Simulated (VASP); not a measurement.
A run of VASP 6.6.1 is set up as follows.

File INCAR:

```
PREC = Accurate ; ENCUT = 520
EDIFF = 1E-6 ; ISMEAR = 0
SIGMA = 0.1 ; LREAL = F
LASPH = T ; NELM = 100
ALGO = Fast ; ISIF = 2
LWAVE = F ; LCHARG = F
NBANDS = 30
```

The input KPOINTS:

```
Automatic mesh
0
Gamma
  18 18 4
```

Contents of POSCAR:

```
Ag
1.0
    2.9072392986      0.0000000000      0.0000000000
   -1.4536196493      2.5177430876      0.0000000000
    0.0000000000      0.0000000000     10.0729000000
Ag
4
Direct
    0.3333333333      0.6666666667      0.2500000000
    0.6666666667      0.3333333333      0.7500000000
    0.0000000000      0.0000000000      0.0000000000
    0.0000000000      0.0000000000      0.5000000000
```

Potentials or basis: VASP PAW LDA potentials, release 64 (Ag).

Launch:

```bash
$ cat potpaw_LDA.64/Ag/POTCAR > POTCAR
$ mpirun -np 1 vasp_std > vasp.out
```

(1) Predict the pressure.

(2) Predict the band gap on the k mesh.

## Answers

(1) -12.4 GPa.

(2) none (metal or under the smearing width).
